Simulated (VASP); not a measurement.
# Nb (Im-3m) in VASP: notebook

One crystal, Nb, is run at these levels: PBE; tasks: relaxation of cell and atoms.

Everything below comes from runs of VASP 6.6.1. Logs are shortened: lines on timing, memory, paths and dates and some standing lists are left out, and cuts for length are marked.

## 1. The structure

Symmetry: Im-3m, No. 229, cubic system. The conventional cell has a = 3.328 Å, b = 3.328 Å, c = 3.328 Å, α = 90.00°, β = 90.00°, γ = 90.00°. Around Nb (site symmetry m-3m) lie 8 Nb at 2.88 Å.

## 2. Relaxation of cell and atoms, PBE

Input file INCAR:

```
SYSTEM = Nb
  ALGO = Normal
  EDIFF = 1E-6
  EDIFFG = -0.01
  ENCUT = 520
  GGA = PE
  IBRION = 2
  ISIF = 3
  ISMEAR = 0
  LASPH = .True.
  LCHARG = .False.
  LREAL = .False.
  LWAVE = .False.
  NELM = 120
  NSW = 90
  PREC = Accurate
  SIGMA = 0.1
```

Input file KPOINTS:

```
k-points
0
Gamma
  18 18 18
  0 0 0
```

Input file POSCAR:

```
Nb
1.0
   -1.6639500000      1.6639500000      1.6639500000
    1.6639500000     -1.6639500000      1.6639500000
    1.6639500000      1.6639500000     -1.6639500000
Nb
1
Direct
    0.0000000000      0.0000000000      0.0000000000
```

Potentials or basis: VASP PAW PBE potentials, release 64 (Nb_sv).

The run is started by

```sh
$ cat potpaw_PBE.64/Nb_sv/POTCAR > POTCAR
$ mpirun -np 1 vasp_std > vasp.out
```

OUTCAR:

```text
SYSTEM = Nb
   EDIFF = 1E-6
   EDIFFG = -0.01
   ENCUT = 520
   GGA = PE
   IBRION = 2
   ISIF = 3
   ISMEAR = 0
   LASPH = .True.
   LREAL = .False.
   NELM = 120
   NSW = 90
   PREC = Accurate

 ion  position               nearest neighbor table
   1  0.000  0.000  0.000-

  LATTYP: Found a body centered cubic cell.
 ALAT       =     3.3279000000

  Lattice vectors:

 A1 = (  -1.6639500000,   1.6639500000,   1.6639500000)
 A2 = (   1.6639500000,  -1.6639500000,   1.6639500000)
 A3 = (   1.6639500000,   1.6639500000,  -1.6639500000)

Analysis of symmetry for initial positions (statically):
=====================================================================
 Subroutine PRICEL returns:
 Original cell was already a primitive cell.

 Routine SETGRP: Setting up the symmetry group for a
 body centered cubic supercell.

 Subroutine GETGRP returns: Found 48 space group operations
 (whereof 48 operations were pure point group operations)
 out of a pool of 48 trial point group operations.

The static configuration has the point symmetry O_h .

Analysis of symmetry for dynamics (positions and initial velocities):
=====================================================================
 Subroutine PRICEL returns:
 Original cell was already a primitive cell.

 Routine SETGRP: Setting up the symmetry group for a
 body centered cubic supercell.

 Subroutine GETGRP returns: Found 48 space group operations
 (whereof 48 operations were pure point group operations)
 out of a pool of 48 trial point group operations.

The dynamic configuration has the point symmetry O_h .

 Subroutine INISYM returns: Found 48 space group operations
 (whereof 48 operations are pure point group operations),
 and found     1 'primitive' translations

----------------------------------------------------------------------------------------

                                     Primitive cell

  volume of cell :      18.4281

  direct lattice vectors                    reciprocal lattice vectors
    -1.663950000  1.663950000  1.663950000     0.000000000  0.300489798  0.300489798
     1.663950000 -1.663950000  1.663950000     0.300489798  0.000000000  0.300489798
     1.663950000  1.663950000 -1.663950000     0.300489798  0.300489798  0.000000000

  length of vectors
     2.882045941  2.882045941  2.882045941     0.424956748  0.424956748  0.424956748

  position of ions in fractional coordinates (direct lattice)
     0.000000000  0.000000000  0.000000000

  ion indices of the primitive-cell ions
   primitive index   ion index
                 1           1

----------------------------------------------------------------------------------------

 KPOINTS: k-points

Automatic generation of k-mesh.
 Grid dimensions read from file:
 generate k-points for:   18   18   18

 Generating k-lattice:

  Cartesian coordinates                     Fractional coordinates (reciprocal lattice)
     0.000000000  0.016693878  0.016693878     0.055555556  0.000000000  0.000000000
     0.016693878  0.000000000  0.016693878     0.000000000  0.055555556  0.000000000
     0.016693878  0.016693878  0.000000000     0.000000000  0.000000000  0.055555556

  Length of vectors
     0.023608708  0.023608708  0.023608708

  Shift w.r.t. Gamma in fractional coordinates (k-lattice)
     0.000000000  0.000000000  0.000000000

 Subroutine IBZKPT returns following result:
 ===========================================

 Found    195 irreducible k-points:

 Following reciprocal coordinates:
            Coordinates               Weight
  0.000000  0.000000  0.000000      1.000000
  0.055556  0.000000  0.000000     12.000000
  0.111111  0.000000  0.000000     12.000000
  0.166667  0.000000  0.000000     12.000000
  0.222222  0.000000  0.000000     12.000000
  0.277778  0.000000  0.000000     12.000000
[... 16 lines left out ...]
  0.333333  0.111111  0.000000     48.000000
  0.388889  0.111111  0.000000     48.000000
 [... further k-points ...]
   k-points           NKPTS =    195   k-points in BZ     NKDIM =    195   number of bands    NBANDS=     10
   number of dos      NEDOS =    301   number of ions     NIONS =      1
   total plane-waves  NPLWV =  13824
   dimension x,y,z NGX =    24 NGY =   24 NGZ =   24
   dimension x,y,z NGXF=    48 NGYF=   48 NGZF=   48
   ions per type =               1
   NGX,Y,Z   is equivalent  to a cutoff of  13.84, 13.84, 13.84 a.u.
   NGXF,Y,Z  is equivalent  to a cutoff of  27.69, 27.69, 27.69 a.u.
 SYSTEM =  Nb
   PREC   = accura    normal or accurate (medium, high low for compatibility)
   ISTART =      0    job   : 0-new  1-cont  2-samecut
   ICHARG =      2    charge: 1-file 2-atom 10-const
   ISPIN  =      1    spin polarized calculation?
   LNONCOLLINEAR =      F non collinear calculations
   LSORBIT =      F    spin-orbit coupling
   LASPH  =      T    aspherical Exc in radial PAW
   ENCUT  =  520.0 eV  38.22 Ry    6.18 a.u.   5.36  5.36  5.36*2*pi/ulx,y,z
   NELM   =    120;   NELMIN=  2; NELMDL= -5     # of ELM steps
   EDIFF  = 0.1E-05   stopping-criterion for ELM
   LREAL  =      F    real-space projection
   EDIFFG = -.1E-01   stopping-criterion for IOM
   NSW    =     90    number of steps for IOM
   IBRION =      2    ionic relax: 0-MD 1-quasi-New 2-CG
   NFREE  =      1    steps in history (QN), initial steepest desc. (CG)
   ISIF   =      3    stress and relaxation
   ISYM   =      2    0-nonsym 1-usesym 2-fastsym
   POTIM  = 0.5000    time-step for ionic-motion
   TEBEG  =    0.0;   TEEND  =   0.0 temperature during run
   PSTRESS=    0.0 pullay stress
   NELECT =      13.0000    total number of electrons
   NUPDOWN=      -1.0000    fix difference up-down
   EMIN   =  10.00;   EMAX   =-10.00  energy-range for DOS
   EFERMI =   0.00;   METHOD = LEGACY
   ISMEAR =     0;   SIGMA  =   0.10  broadening in eV -4-tet -1-fermi 0-gaus
   EFERMI_NEDOS =   21; number of points for ismear=-14 and -15
   IALGO  =     38    algorithm
   IMIX   =      4    mixing-type and parameters
     AMIX     =   0.40;   BMIX     =  1.00
     AMIX_MAG =   1.60;   BMIX_MAG =  1.00
  volume/ion in A,a.u.               =      18.43       124.36
  Fermi-wavevector in a.u.,A,eV,Ry     =   1.457345  2.753983 28.896790  2.123854
  Thomas-Fermi vector in A             =   2.574157
   LORBIT       =      0    0 simple, 1 ext, 2 COOP (PROOUT), +10 PAW based schemes
   GGA     = PE    functional components
   LHFCALC =     F    Hartree Fock is set to
   AEXX    =    0.0000 exact exchange contribution
   IVDW    =     0    specifies the selected vdW correction
   LEPSILON=     F    determine dielectric tensor
   LRPA    =     F    only Hartree local field effects (RPA)
 conjugate gradient relaxation of ions
 non-spin polarized calculation
 Gauss-broadening in eV      SIGMA  =   0.10
  energy-cutoff  :      520.00
  volume of cell :       18.43
 maximum number of plane-waves:       531
 NGX is ok and might be reduce to    24
   NGX = 11   NGY = 11   NGZ = 11

--------------------------------------- Ionic step        1  -------------------------------------------

 number of electron      12.9999999 magnetization

 Free energy of the ion-electron system (eV)
  ---------------------------------------------------
  ext. energy  EPLUGINS =         0.00000000
  ---------------------------------------------------
  free energy    TOTEN  =       -10.21731173 eV

  energy without entropy =      -10.20879037  energy(sigma->0) =      -10.21305105

------------------------ aborting loop because EDIFF is reached ----------------------------------------

  FORCE on cell =-STRESS in cart. coord.  units (eV):
  Direction    XX          YY          ZZ          XY          YZ          ZX
  --------------------------------------------------------------------------------------
  -------------------------------------------------------------------------------------
  Total       -0.3216319     -0.3216319     -0.3216319      0.0000000     -0.0000000      0.0000000
  in kB      -27.9633265    -27.9633265    -27.9633265      0.0000000     -0.0000000      0.0000000
  external PRESSURE =     -27.9633265 kB  Pullay stress =       0.0000000 kB
[... 55 lines left out ...]
  energy  without entropy=      -10.2033877983  energy(sigma->0) =      -10.20736467

--------------------------------------- Ionic step        3  -------------------------------------------

 number of electron      13.0000000 magnetization

 Free energy of the ion-electron system (eV)
  ---------------------------------------------------
  ext. energy  EPLUGINS =         0.00000000
  ---------------------------------------------------
  free energy    TOTEN  =       -10.22005586 eV

  energy without entropy =      -10.21168338  energy(sigma->0) =      -10.21586962

 E-fermi :  11.0754     XC(G=0): -12.4696

 val. band max:       11.0708171334   @ k =   0.3333   0.2222   0.0000
 cond. band min:      11.0826102824   @ k =   0.2778   0.0556  -0.0000
 fundamental gap:      0.0117931489
 Fermi energy:        11.0753717901

 k-point     1 :       0.0000    0.0000    0.0000
  band No.  band energies     occupation
      1     -43.2848      2.00000
      2     -18.5944      2.00000
      3     -18.5944      2.00000
      4     -18.5944      2.00000
      5       5.1595      2.00000
      6      11.4612      0.00000
      7      11.4612      0.00000
      8      11.4612      0.00000
      9      14.3508      0.00000
     10      14.3508      0.00000
[... 287 lines left out ...]
 k-point    24 :       0.3889    0.1111    0.0000
  band No.  band energies     occupation
      1     -43.0453      2.00000
      2     -19.8423      2.00000
      3     -19.0525      2.00000
      4     -18.6640      2.00000
      5       7.7797      2.00000
      6       9.5854      2.00000
      7      12.1875      0.00000
      8      14.2355      0.00000
      9      15.3063      0.00000
     10      17.7733      0.00000

 [... further k-points ...]
[... 5 lines left out ...]
  --------------------------------------------------------------------------------------
  -------------------------------------------------------------------------------------
  Total       -0.0021301     -0.0021301     -0.0021301      0.0000000      0.0000000      0.0000000
  in kB       -0.1883393     -0.1883393     -0.1883393      0.0000000      0.0000000      0.0000000
  external PRESSURE =      -0.1883393 kB  Pullay stress =       0.0000000 kB
[... 16 lines left out ...]
  FREE ENERGIE OF THE ION-ELECTRON SYSTEM (eV)
  ---------------------------------------------------
  free  energy   TOTEN  =       -10.2200558610 eV

  energy  without entropy=      -10.2116833767  energy(sigma->0) =      -10.21586962

 reached required accuracy - stopping structural energy minimisation
```

Run time: 38 s. Hardware: 1 thread of Intel Xeon Platinum 8488C (Sapphire Rapids), shared host; peak memory 0.17 GiB.

What came out:

| Property | Result |
| --- | --- |
| Free energy | -10.2201 eV |
| Relaxed volume | 18.12 Å³/atom |
| Relaxed cell | a = 2.866 Å, b = 2.866 Å, c = 2.866 Å, α = 109.47°, β = 109.47°, γ = 109.47° |
| Space group after relaxing (to 0.05 Å) | Im-3m (No. 229) |
| Energy gained by relaxing | 2.7 meV/atom |
| Ionic steps | 3 |
| Pressure after relaxing | 0.0 GPa |
| Band gap on the k mesh | none (metal or under the smearing width) |

Step by step:
```tsv
step	energy change (eV)	largest force (eV/Å)	pressure (GPa)	volume (Å³)
1	0.0000	0.0000	-2.80	18.43
2	0.0060	0.0000	5.35	17.58
3	-0.0027	0.0000	-0.02	18.12
```

Final structure:
```
CELL_PARAMETERS angstrom
-1.65464 1.65464 1.65464
1.65464 -1.65464 1.65464
1.65464 1.65464 -1.65464
ATOMIC_POSITIONS crystal
Nb 0.00000 0.00000 0.00000
```

(Continued in part 2 of 2.)
